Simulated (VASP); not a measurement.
Here is a VASP 6.6.1 calculation.

The input POSCAR:

```
ZnSe
1.0
    0.0000000000      2.8338000000      2.8338000000
    2.8338000000      0.0000000000      2.8338000000
    2.8338000000      2.8338000000      0.0000000000
Se Zn
1 1
Direct
    0.7500000000      0.7500000000      0.7500000000
    0.0000000000      0.0000000000      0.0000000000
```

Contents of INCAR.step1:

```
SYSTEM = ZnSe
  PREC = Accurate
  ENCUT = 600
  EDIFF = 1E-8
  ISMEAR = -1
  SIGMA = 0.05
  LREAL = .FALSE.
  LASPH = .TRUE.
  NELM = 80
  ALGO = Normal
  LWAVE = .FALSE.
  LCHARG = .FALSE.
  GGA = PE
  LEPSILON = .TRUE.
```

KPOINTS.step1

```
Automatic mesh
0
G
  8 8 8
  0 0 0
```

Contents of INCAR.step2:

```
SYSTEM = ZnSe
  PREC = Accurate
  ENCUT = 600
  EDIFF = 1E-5
  ISMEAR = -1
  SIGMA = 0.05
  LREAL = .FALSE.
  LASPH = .TRUE.
  NELM = 80
  ALGO = Normal
  LWAVE = .TRUE.
  LCHARG = .FALSE.
  GGA = PE
```

The input KPOINTS.step2:

```
regular mesh
0
G
  4 4 4
  0 0 0
```

File INCAR.step3:

```
SYSTEM = ZnSe
  PREC = Accurate
  ENCUT = 600
  EDIFF = 1E-7
  ISMEAR = -1
  SIGMA = 0.05
  LREAL = .FALSE.
  LASPH = .TRUE.
  NELM = 80
  ALGO = Normal
  ISIF = 3
  LWAVE = .FALSE.
  LCHARG = .FALSE.
  GGA = PE
  LHFCALC = .TRUE.
  AEXX = 0.1286
  PRECFOCK = Fast
  IBRION = 2
  NSW = 60
  EDIFFG = -0.02
  ISTART = 1
```

Contents of KPOINTS.step3:

```
regular mesh
0
G
  4 4 4
  0 0 0
```

Potentials or basis: VASP PAW PBE potentials, release 64 (Se, Zn).

Run with:

```console
$ cat potpaw_PBE.64/Se/POTCAR potpaw_PBE.64/Zn/POTCAR > POTCAR
$ cp INCAR.step1 INCAR
$ cp KPOINTS.step1 KPOINTS
$ mpirun -np 1 vasp_std > vasp.out
$ cp INCAR.step2 INCAR
$ cp KPOINTS.step2 KPOINTS
$ mpirun -np 1 vasp_std > vasp.out
$ cp INCAR.step3 INCAR
$ cp KPOINTS.step3 KPOINTS
$ mpirun -np 1 vasp_std > vasp.out
```

(1) Estimate the space group after relaxing (to 0.05 Å).

(2) What does it give for the relaxed volume?

Results:

(1) F-43m (No. 216).

(2) 23.43 Å³/atom.

Caveat: the k mesh is coarse (spacing up to 0.48 Å⁻¹), so the values aren't converged, least of all with exact exchange; the PAW data sets were made with another functional, which shifts forces and pressure a little.
